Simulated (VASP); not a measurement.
# Bi2Te3 (Tellurobismuthite) (R-3m) in VASP: single point with PBE

Aim: the single point of Bi2Te3 (Tellurobismuthite) with PBE.

All numbers are computed with VASP 6.6.1; they aren't measurements. Logs are shortened: lines on timing, memory, paths and dates and some standing lists are left out, and cuts for length are marked.

**Measured values to compare with.**

From “Vacancy and Antisite-Induced Ferromagnetism in Liquid-Phase Exfoliated Bi2Te3”, 2024, arxiv:2412.10539, for a bulk crystal of Bi2Te3: band gap 0.17 eV.

The runs below are set against these values where they give the same quantity.

## (1) The crystal as given

Symmetry: R-3m, No. 166, trigonal system. Conventional cell: a = 4.386 Å, b = 4.386 Å, c = 30.497 Å, α = 90.00°, β = 90.00°, γ = 120.00°. Bi (site symmetry 3m) has 6 Te at 3.07 to 3.25 Å as nearest neighbours. Te (site symmetry -3m) has 6 Bi at 3.25 Å as nearest neighbours. Te (site symmetry 3m) has 3 Bi at 3.07 Å as nearest neighbours.

## (2) Single point, PBE

File INCAR:

```
SYSTEM = Bi2Te3
ALGO = Normal ; EDIFF = 1E-6
ENCUT = 520 ; GGA = PE
ISIF = 2 ; ISMEAR = 0
LASPH = .TRUE. ; LCHARG = .FALSE.
LREAL = .FALSE. ; LWAVE = .FALSE.
NBANDS = 32 ; NELM = 100
PREC = Accurate ; SIGMA = 0.01
```

File KPOINTS:

```
k-points
0
G
  4 4 4
  0 0 0
```

File POSCAR:

```
Bi2Te3
1.0
    2.1930000000      1.2661300000     10.1656700000
   -2.1930000000      1.2661300000     10.1656700000
    0.0000000000     -2.5322600000     10.1656700000
Bi Te
2 3
Direct
    0.4000000000      0.4000000000      0.4000000000
    0.6000000000      0.6000000000      0.6000000000
    0.0000000000      0.0000000000      0.0000000000
    0.2095000000      0.2095000000      0.2095000000
    0.7905000000      0.7905000000      0.7905000000
```

Potentials or basis: VASP PAW PBE potentials, release 64 (Bi_d, Te).

Command:

```
$ cat potpaw_PBE.64/Bi_d/POTCAR potpaw_PBE.64/Te/POTCAR > POTCAR
$ mpirun -np 1 vasp_std > vasp.out
```

OUTCAR:

```text
SYSTEM = Bi2Te3
   EDIFF = 1E-6
   ENCUT = 520
   GGA = PE
   ISIF = 2
   ISMEAR = 0
   LASPH = .TRUE.
   LREAL = .FALSE.
   NELM = 100
   PREC = Accurate

 ion  position               nearest neighbor table
   1  0.400  0.400  0.400-   5 3.07   5 3.07   5 3.07   3 3.25   3 3.25   3 3.25
   2  0.600  0.600  0.600-   4 3.07   4 3.07   4 3.07   3 3.25   3 3.25   3 3.25
   3  0.000  0.000  0.000-   2 3.25   2 3.25   1 3.25   1 3.25   2 3.25   1 3.25
   4  0.209  0.209  0.209-   2 3.07   2 3.07   2 3.07   5 3.64   5 3.64   5 3.64
   5  0.791  0.791  0.791-   1 3.07   1 3.07   1 3.07   4 3.64   4 3.64   4 3.64

  LATTYP: Found a trigonal (rhomboedric) cell.
 ALAT       =    10.4763152265
 COS(alpha) =     0.9123623803

  Lattice vectors:

 A1 = (   2.1930000000,   1.2661300000,  10.1656700000)
 A2 = (  -2.1930000000,   1.2661300000,  10.1656700000)
 A3 = (   0.0000000000,  -2.5322600000,  10.1656700000)

Analysis of symmetry for initial positions (statically):
=====================================================================
 Subroutine PRICEL returns:
 Original cell was already a primitive cell.

 Routine SETGRP: Setting up the symmetry group for a
 trigonal (rhombohedral) supercell.

 Subroutine GETGRP returns: Found 12 space group operations
 (whereof 12 operations were pure point group operations)
 out of a pool of 12 trial point group operations.

The static configuration has the point symmetry D_3d.

Analysis of symmetry for dynamics (positions and initial velocities):
=====================================================================
 Subroutine PRICEL returns:
 Original cell was already a primitive cell.

 Routine SETGRP: Setting up the symmetry group for a
 trigonal (rhombohedral) supercell.

 Subroutine GETGRP returns: Found 12 space group operations
 (whereof 12 operations were pure point group operations)
 out of a pool of 12 trial point group operations.

The dynamic configuration has the point symmetry D_3d.

 Subroutine INISYM returns: Found 12 space group operations
 (whereof 12 operations are pure point group operations),
 and found     1 'primitive' translations

----------------------------------------------------------------------------------------

                                     Primitive cell

  volume of cell :     169.3574

  direct lattice vectors                    reciprocal lattice vectors
     2.193000000  1.266130000 10.165670000     0.227998176  0.131634719  0.032790100
    -2.193000000  1.266130000 10.165670000    -0.227998176  0.131634719  0.032790100
     0.000000000 -2.532260000 10.165670000     0.000000000 -0.263269438  0.032790100

  length of vectors
    10.476315227 10.476315227 10.476315538     0.265303709  0.265303709  0.265303576

  position of ions in fractional coordinates (direct lattice)
     0.400000000  0.400000000  0.400000000
     0.600000000  0.600000000  0.600000000
     0.000000000  0.000000000  0.000000000
     0.209500000  0.209500000  0.209500000
     0.790500000  0.790500000  0.790500000

  ion indices of the primitive-cell ions
   primitive index   ion index
                 1           1
                 2           2
                 3           3
                 4           4
                 5           5

----------------------------------------------------------------------------------------

 KPOINTS: k-points

Automatic generation of k-mesh.
 Grid dimensions read from file:
 generate k-points for:    4    4    4

 Generating k-lattice:

  Cartesian coordinates                     Fractional coordinates (reciprocal lattice)
     0.056999544  0.032908680  0.008197525     0.250000000  0.000000000 -0.000000000
    -0.056999544  0.032908680  0.008197525     0.000000000  0.250000000 -0.000000000
     0.000000000 -0.065817359  0.008197525    -0.000000000 -0.000000000  0.250000000

  Length of vectors
     0.066325927  0.066325927  0.066325894

  Shift w.r.t. Gamma in fractional coordinates (k-lattice)
     0.000000000  0.000000000  0.000000000

 Subroutine IBZKPT returns following result:
 ===========================================

 Found     13 irreducible k-points:

 Following reciprocal coordinates:
            Coordinates               Weight
  0.000000  0.000000  0.000000      1.000000
  0.250000  0.000000  0.000000      6.000000
  0.500000  0.000000  0.000000      3.000000
  0.250000  0.250000  0.000000      6.000000
  0.500000  0.250000  0.000000     12.000000
 -0.250000  0.250000  0.000000      6.000000
  0.500000  0.500000  0.000000      3.000000
  0.250000  0.250000  0.250000      2.000000
  0.500000  0.250000  0.250000      6.000000
 -0.250000  0.250000  0.250000      6.000000
  0.500000  0.500000  0.250000      6.000000
 -0.250000  0.500000  0.250000      6.000000
  0.500000  0.500000  0.500000      1.000000
   k-points           NKPTS =     13   k-points in BZ     NKDIM =     13   number of bands    NBANDS=     32
   number of dos      NEDOS =    301   number of ions     NIONS =      5
   total plane-waves  NPLWV = 512000
   dimension x,y,z NGX =    80 NGY =   80 NGZ =   80
   dimension x,y,z NGXF=   160 NGYF=  160 NGZF=  160
   ions per type =               2   3
   NGX,Y,Z   is equivalent  to a cutoff of  12.69, 12.69, 12.69 a.u.
   NGXF,Y,Z  is equivalent  to a cutoff of  25.39, 25.39, 25.39 a.u.
 SYSTEM =  Bi2Te3
   PREC   = accura    normal or accurate (medium, high low for compatibility)
   ISTART =      0    job   : 0-new  1-cont  2-samecut
   ICHARG =      2    charge: 1-file 2-atom 10-const
   ISPIN  =      1    spin polarized calculation?
   LNONCOLLINEAR =      F non collinear calculations
   LSORBIT =      F    spin-orbit coupling
   LASPH  =      T    aspherical Exc in radial PAW
   ENCUT  =  520.0 eV  38.22 Ry    6.18 a.u.  19.48 19.48 19.48*2*pi/ulx,y,z
   NELM   =    100;   NELMIN=  2; NELMDL= -5     # of ELM steps
   EDIFF  = 0.1E-05   stopping-criterion for ELM
   LREAL  =      F    real-space projection
   EDIFFG = 0.1E-04   stopping-criterion for IOM
   NSW    =      0    number of steps for IOM
   IBRION =     -1    ionic relax: 0-MD 1-quasi-New 2-CG
   NFREE  =      0    steps in history (QN), initial steepest desc. (CG)
   ISIF   =      2    stress and relaxation
   ISYM   =      2    0-nonsym 1-usesym 2-fastsym
   POTIM  = 0.5000    time-step for ionic-motion
   TEBEG  =    0.0;   TEEND  =   0.0 temperature during run
   PSTRESS=    0.0 pullay stress
   NELECT =      48.0000    total number of electrons
   NUPDOWN=      -1.0000    fix difference up-down
   EMIN   =  10.00;   EMAX   =-10.00  energy-range for DOS
   EFERMI =   0.00;   METHOD = LEGACY
   ISMEAR =     0;   SIGMA  =   0.01  broadening in eV -4-tet -1-fermi 0-gaus
   EFERMI_NEDOS =   21; number of points for ismear=-14 and -15
   IALGO  =     38    algorithm
   IMIX   =      4    mixing-type and parameters
     AMIX     =   0.40;   BMIX     =  1.00
     AMIX_MAG =   1.60;   BMIX_MAG =  1.00
  volume/ion in A,a.u.               =      33.87       228.58
  Fermi-wavevector in a.u.,A,eV,Ry     =   1.075360  2.032136 15.733763  1.156399
  Thomas-Fermi vector in A             =   2.211214
   LORBIT       =      0    0 simple, 1 ext, 2 COOP (PROOUT), +10 PAW based schemes
   GGA     = PE    functional components
   LHFCALC =     F    Hartree Fock is set to
   AEXX    =    0.0000 exact exchange contribution
   IVDW    =     0    specifies the selected vdW correction
   LEPSILON=     F    determine dielectric tensor
   LRPA    =     F    only Hartree local field effects (RPA)
 non-spin polarized calculation
 Gauss-broadening in eV      SIGMA  =   0.01
  energy-cutoff  :      520.00
  volume of cell :      169.36
 maximum number of plane-waves:      4576
 NGX is ok and might be reduce to    80
   NGX = 39   NGY = 39   NGZ = 39

 number of electron      48.0000004 magnetization

 Free energy of the ion-electron system (eV)
  ---------------------------------------------------
  ext. energy  EPLUGINS =         0.00000000
  ---------------------------------------------------
  free energy    TOTEN  =       -18.33766663 eV

  energy without entropy =      -18.33766663  energy(sigma->0) =      -18.33766663

 E-fermi :   6.2730     XC(G=0):  -9.3297

 val. band max:        6.2204496544   @ k =   0.0000   0.0000   0.0000
 cond. band min:       6.5068040440   @ k =   0.0000   0.0000   0.0000
 fundamental gap:      0.2863543896
 Fermi energy:         6.2730171415

 k-point     1 :       0.0000    0.0000    0.0000
  band No.  band energies     occupation
      1     -16.9986      2.00000
      2     -16.9986      2.00000
      3     -16.9973      2.00000
      4     -16.9973      2.00000
      5     -16.9869      2.00000
      6     -16.9855      2.00000
[... 24 lines left out ...]
     31      11.0338      0.00000
     32      11.5552      0.00000

 k-point     2 :       0.2500    0.0000    0.0000
  band No.  band energies     occupation
      1     -17.0027      2.00000
      2     -17.0007      2.00000
      3     -16.9932      2.00000
      4     -16.9918      2.00000
      5     -16.9879      2.00000
      6     -16.9860      2.00000
[... 24 lines left out ...]
     31      10.0895      0.00000
     32      11.6263      0.00000

 k-point     3 :       0.5000    0.0000    0.0000
  band No.  band energies     occupation
      1     -17.0077      2.00000
      2     -17.0051      2.00000
      3     -16.9910      2.00000
      4     -16.9908      2.00000
      5     -16.9886      2.00000
      6     -16.9885      2.00000
[... 24 lines left out ...]
     31       9.8195      0.00000
     32      11.0113      0.00000

 k-point     4 :       0.2500    0.2500    0.0000
  band No.  band energies     occupation
      1     -17.0027      2.00000
      2     -17.0008      2.00000
      3     -16.9932      2.00000
      4     -16.9918      2.00000
      5     -16.9879      2.00000
      6     -16.9860      2.00000
[... 24 lines left out ...]
     31       9.9568      0.00000
     32      11.5664      0.00000

 k-point     5 :       0.5000    0.2500    0.0000
  band No.  band energies     occupation
      1     -17.0024      2.00000
      2     -17.0013      2.00000
      3     -16.9943      2.00000
      4     -16.9922      2.00000
      5     -16.9869      2.00000
      6     -16.9868      2.00000
[... 24 lines left out ...]
     31      10.8572      0.00000
     32      11.2413      0.00000

 k-point     6 :      -0.2500    0.2500    0.0000
  band No.  band energies     occupation
      1     -17.0025      2.00000
      2     -17.0012      2.00000
      3     -16.9943      2.00000
      4     -16.9922      2.00000
      5     -16.9869      2.00000
      6     -16.9868      2.00000
[... 24 lines left out ...]
     31      10.8714      0.00000
     32      11.0176      0.00000

 k-point     7 :       0.5000    0.5000    0.0000
  band No.  band energies     occupation
      1     -17.0077      2.00000
      2     -17.0052      2.00000
      3     -16.9911      2.00000
      4     -16.9907      2.00000
      5     -16.9886      2.00000
      6     -16.9885      2.00000
[... 24 lines left out ...]
     31      11.2370      0.00000
     32      11.9035      0.00000

 k-point     8 :       0.2500    0.2500    0.2500
  band No.  band energies     occupation
      1     -16.9986      2.00000
      2     -16.9986      2.00000
      3     -16.9973      2.00000
      4     -16.9973      2.00000
      5     -16.9868      2.00000
      6     -16.9856      2.00000
[... 24 lines left out ...]
     31      10.9655      0.00000
     32      11.6659      0.00000

 k-point     9 :       0.5000    0.2500    0.2500
  band No.  band energies     occupation
      1     -17.0027      2.00000
      2     -17.0008      2.00000
      3     -16.9932      2.00000
      4     -16.9918      2.00000
      5     -16.9879      2.00000
      6     -16.9860      2.00000
[... 24 lines left out ...]
     31      10.1558      0.00000
     32      11.2487      0.00000

 k-point    10 :      -0.2500    0.2500    0.2500
  band No.  band energies     occupation
      1     -17.0077      2.00000
      2     -17.0052      2.00000
      3     -16.9910      2.00000
      4     -16.9907      2.00000
      5     -16.9886      2.00000
      6     -16.9885      2.00000
[... 24 lines left out ...]
     31      10.6762      0.00000
     32      11.1251      0.00000

 k-point    11 :       0.5000    0.5000    0.2500
  band No.  band energies     occupation
      1     -17.0027      2.00000
      2     -17.0008      2.00000
      3     -16.9932      2.00000
      4     -16.9918      2.00000
      5     -16.9879      2.00000
      6     -16.9860      2.00000
[... 24 lines left out ...]
     31      10.2415      0.00000
     32      11.1291      0.00000

 k-point    12 :      -0.2500    0.5000    0.2500
  band No.  band energies     occupation
      1     -17.0024      2.00000
      2     -17.0013      2.00000
      3     -16.9943      2.00000
      4     -16.9922      2.00000
      5     -16.9869      2.00000
      6     -16.9868      2.00000
[... 24 lines left out ...]
     31      10.9789      0.00000
     32      11.1611      0.00000

 k-point    13 :       0.5000    0.5000    0.5000
  band No.  band energies     occupation
      1     -16.9987      2.00000
      2     -16.9987      2.00000
      3     -16.9973      2.00000
      4     -16.9973      2.00000
      5     -16.9868      2.00000
      6     -16.9856      2.00000
[... 24 lines left out ...]
     31      10.8797      0.00000
     32      11.7587      0.00000

------------------------ aborting loop because EDIFF is reached ----------------------------------------

  FORCE on cell =-STRESS in cart. coord.  units (eV):
  Direction    XX          YY          ZZ          XY          YZ          ZX
  --------------------------------------------------------------------------------------
  -------------------------------------------------------------------------------------
  Total        2.0523564      2.0523592      1.7405195      0.0000000     -0.0000000      0.0000000
  in kB       19.4159736     19.4160000     16.4658928      0.0000000     -0.0000000      0.0000000
  external PRESSURE =      18.4326221 kB  Pullay stress =       0.0000000 kB

 VOLUME and BASIS-vectors are now :
 -----------------------------------------------------------------------------
  energy-cutoff  :      520.00
  volume of cell :      169.36
      direct lattice vectors                 reciprocal lattice vectors
     2.193000000  1.266130000 10.165670000     0.227998176  0.131634719  0.032790100
    -2.193000000  1.266130000 10.165670000    -0.227998176  0.131634719  0.032790100
     0.000000000 -2.532260000 10.165670000     0.000000000 -0.263269438  0.032790100

 POSITION                                       TOTAL-FORCE (eV/Angst)
 -----------------------------------------------------------------------------------
      0.00000      0.00000     12.19880         0.000000     -0.000000      0.001103
      0.00000      0.00000     18.29821         0.000000      0.000000     -0.001103
      0.00000      0.00000      0.00000         0.000000      0.000000      0.000000
      0.00000      0.00000      6.38912         0.000000      0.000000      0.050186
      0.00000      0.00000     24.10789         0.000000      0.000000     -0.050186
 -----------------------------------------------------------------------------------
    total drift:                               -0.000000     -0.000000     -0.000000

  FREE ENERGIE OF THE ION-ELECTRON SYSTEM (eV)
  ---------------------------------------------------
  free  energy   TOTEN  =       -18.3376666264 eV

  energy  without entropy=      -18.3376666264  energy(sigma->0) =      -18.33766663
```

It took 8.3 min on 1 thread of Intel Xeon Platinum 8488C (Sapphire Rapids), shared host; peak memory 0.9 GiB.

What came out:

```yaml
Free_energy: -18.3377 eV
Pressure: 1.8 GPa
Largest_force: 0.050 eV/Å
Band_gap_on_the_k_mesh: 0.29 eV, direct
```

Forces in eV/Å, atoms in the order of the input:
```
Bi   0.000  0.000  0.001
Bi   0.000  0.000 -0.001
Te   0.000  0.000  0.000
Te   0.000  0.000  0.050
Te   0.000  0.000 -0.050
```

Stress tensor (GPa, compression positive):
```
1.94 0.00 0.00
0.00 1.94 0.00
0.00 0.00 1.65
```

Levels at points of the mesh, in eV from the valence-band top:
```
           k point  band 21  band 22  band 23  band 24  band 25  band 26  band 27  band 28
(0.00, 0.00, 0.00)    -1.71    -0.87    -0.87     0.00     0.29     0.65     0.65     1.96
(0.50, 0.00, 0.00)    -2.92    -2.42    -0.92    -0.51     0.57     1.06     2.74     2.77
(0.50, 0.50, 0.00)    -2.00    -1.82    -1.55    -0.96     0.85     1.51     2.05     2.65
(0.50, 0.50, 0.50)    -1.42    -1.16    -1.16    -0.43     0.83     1.13     1.13     1.64
```

Caveat: spin-orbit coupling is left out, which as a rule narrows the gap of such compounds by several tenths of an eV.

## (3) Comparison with measurements

Step 2. Against the measured gap of Bi2Te3, 0.17 eV (quoted in “Vacancy and Antisite-Induced Ferromagnetism in Liquid-Phase Exfoliated Bi2Te3”, 2024, arxiv:2412.10539), the calculated 0.29 eV is off by +0.12 eV. Spin-orbit coupling on Bi, Te is left out. The value is that of PBE on a finite k mesh, which can miss the band edges, without temperature or zero-point motion.
